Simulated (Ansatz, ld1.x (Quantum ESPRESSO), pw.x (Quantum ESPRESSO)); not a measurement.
# cadmium (Cd): does the TM potential hold in the solid?

```json
{"Element": "Cd (Z = 48)", "Generator": "ld1.x (Quantum ESPRESSO) 7.5", "Type": "norm-conserving Troullier–Martins (Kleinman–Bylander form)", "Functional": "PBE", "Relativity": "scalar-relativistic", "Frozen core": "[Kr] 4d10", "Valence charge": "2", "Reference configuration": "5s2 5p0", "Partial waves": "5p (bound, empty): rc 2.25 bohr; 5s (bound): rc 2.50 bohr", "Local potential": "the s channel", "Core correction": "a·sin(br)/r model core, default radius (core density twice the valence density)"}
```

Crystal test: fcc Cd in pw.x 7.5, no spin, 13³ k-points, Fermi–Dirac smearing 0.01 Ry, cutoffs 50/200 Ry. The reference is all-electron LAPW (Ansatz 0.2.0) with the same functional, mesh and smearing; V0 and B0 come from Birch–Murnaghan fits to the pressures at five volumes. Errors are pseudo minus all-electron; Δ is the rms difference of the E(V) curves that follow from these fits, minima aligned, over ±6 % about the mean V0. Mesh and smearing are coarse, so the numbers serve the comparison and aren't converged zero-temperature values; the lattice is a test structure that the element need not adopt.

```json
{"V (Å³/atom)": "21.763", "P all-electron (GPa)": "2.37", "P pseudo (GPa)": "-16.39"}
{"V (Å³/atom)": "22.335", "P all-electron (GPa)": "1.04", "P pseudo (GPa)": "-16.11"}
{"V (Å³/atom)": "22.908", "P all-electron (GPa)": "-0.07", "P pseudo (GPa)": "-15.80"}
{"V (Å³/atom)": "23.481", "P all-electron (GPa)": "-1.01", "P pseudo (GPa)": "-15.47"}
{"V (Å³/atom)": "24.053", "P all-electron (GPa)": "-1.79", "P pseudo (GPa)": "-15.12"}
```

All-electron: a0 = 4.506 Å (V0 = 22.87 Å³/atom), B0 = 41.2 GPa.

Pseudopotential: mean pressure error (GPa): -15.89. The pressure does not cross zero within the volumes sampled, so no fit is given. This is a poor potential for the solid. The pseudo pressure rises with volume over the whole range, a mechanical instability.

Q: At the middle volume, how do free energy and pressure move when the wave cutoff is lowered (ecutrho kept at four times it)?

A:

```
cutoff (Ry)  shift of F (meV/atom)  shift of P (GPa)
         22                  +10.0             -0.16
         30                   +5.7             -0.02
         40                   +0.6             -0.03
```

Input at the middle volume:

```
&control
  calculation='scf', prefix='x', pseudo_dir='./', outdir='./tmp', tstress=.true., disk_io='none'
/
&system
  ibrav=0, nat=1, ntyp=1, ecutwfc=50, ecutrho=200, nbnd=8,
  occupations='smearing', smearing='fd', degauss=0.01
/
&electrons
  conv_thr=1e-09, mixing_beta=0.4, electron_maxstep=70
/
ATOMIC_SPECIES
Cd 1.0 Cd.UPF
CELL_PARAMETERS angstrom
  0.00000000 2.25416512 2.25416512
  2.25416512 0.00000000 2.25416512
  2.25416512 2.25416512 0.00000000
ATOMIC_POSITIONS crystal
Cd 0.0000 0.0000 0.0000
K_POINTS automatic
13 13 13 0 0 0
```

```bash
pw.x < Cd.scf.in > Cd.scf.out
```

Lines of the output:

```
Message from routine setup:
     using ibrav=0 with symmetry is DISCOURAGED, use correct ibrav instead
     lattice parameter (alat)  =       6.0242  a.u.
     unit-cell volume          =     154.5908 (a.u.)^3
     number of electrons       =         2.00
     number of Kohn-Sham states=            8
     kinetic-energy cutoff     =      50.0000  Ry
     charge density cutoff     =     200.0000  Ry
     scf convergence threshold =      1.0E-09
     Exchange-correlation= PBE
     number of k points=    84  Fermi-Dirac smearing, width (Ry)=  0.0100
     iteration #  1     ecut=    50.00 Ry     beta= 0.40
     total energy              =      -4.73355172 Ry
     estimated scf accuracy    <       0.00437363 Ry
     iteration #  2     ecut=    50.00 Ry     beta= 0.40
     total energy              =      -4.73318518 Ry
     estimated scf accuracy    <       0.00151083 Ry
     iteration #  3     ecut=    50.00 Ry     beta= 0.40
     total energy              =      -4.73321104 Ry
     estimated scf accuracy    <       0.00000089 Ry
     iteration #  4     ecut=    50.00 Ry     beta= 0.40
     c_bands:  1 eigenvalues not converged
     total energy              =      -4.73321171 Ry
     estimated scf accuracy    <       0.00000021 Ry
     iteration #  5     ecut=    50.00 Ry     beta= 0.40
     total energy              =      -4.73321172 Ry
     estimated scf accuracy    <          4.7E-09 Ry
     iteration #  6     ecut=    50.00 Ry     beta= 0.40
     the Fermi energy is     2.4367 ev
!    total energy              =      -4.73321172 Ry
     estimated scf accuracy    <          2.0E-10 Ry
     smearing contrib. (-TS)   =      -0.00184744 Ry
     The total energy is F=E-TS. E is the sum of the following terms:
     one-electron contribution =       1.30969120 Ry
     hartree contribution      =       0.00401617 Ry
     xc contribution           =      -3.89243028 Ry
     ewald contribution        =      -2.15264137 Ry
     convergence has been achieved in   6 iterations
          total   stress  (Ry/bohr**3)                   (kbar)     P=     -158.04
     Message from routine punch:
     Nothing written, as per user request (disk_io='none')
```

The run at the middle volume (84 k-points, 6 iterations) took about 7.6 s on one core of a shared host (Neoverse-V1, 32 threads, 247 GiB, load 21).
